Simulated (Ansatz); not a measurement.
# SiO₂ — O-17 NMR of the central transition

Cell: a structure deposited in the COD whose atoms were relaxed with PBE, the cell held.

Space group P4_12_12 (No. 92); a = 4.6820, c = 6.3110 Å.

```csv
site,Wyckoff,site symmetry,x,y,z
Si,4a,..2,0.3336,0.3336,0.0000
O,8b,1,0.2241,0.1711,0.2124
```

One atom of each set is listed.

The numbers come from a DFT calculation in Ansatz (PBE, plane waves and PAW (field gradients read without the response of the frozen cores, which leaves them typically 4 to 6 % off), scalar-relativistic, 420 eV cutoff, Γ-centred 5×5×4 k-points, Fermi–Dirac smearing 0.02 eV).

O-17 has I = 5/2 and Q = -25.58 mb (Pyykkö 2018); at 11.7 T its Larmor frequency is ν₀ = 67.6 MHz. Only the quadrupole interaction is simulated: positions count from each site's isotropic chemical shift, and J coupling is left out, as are shift anisotropy and dipolar coupling, which fast spinning averages.

**Question.** Give C_Q, η, the quadrupolar product P_Q = |C_Q|(1 + η²/3)^½, the second-order isotropic shift and the breadth of the pattern (fast magic-angle spinning) for each O site.

**Answer.** 

| site | first shell | C_Q (MHz) | η | P_Q (MHz) | δ_QIS (ppm) | breadth (kHz) |
| --- | --- | --- | --- | --- | --- | --- |
| O | 2 Si at 1.62 Å, angle 129° | -5.29 | 0.40 | 5.43 | -38.8 | 6.07 |

δ_QIS = −(ν_Q²/30ν₀²)[I(I+1) − 3/4](1 + η²/3) × 10⁶ ppm with ν_Q = 3|C_Q|/[2I(2I−1)]; it falls as 1/B₀² in ppm, and the breadth as 1/B₀ in kHz.

At O V_zz runs parallel to the line that joins its two neighbours (within 1°).

At this cell the PBE pressure is 8 GPa, so with PBE the cell would grow if it were relaxed. The cell is 19 % smaller than that of α-cristobalite at ambient conditions, so the entry probably stands for a crystal under pressure.
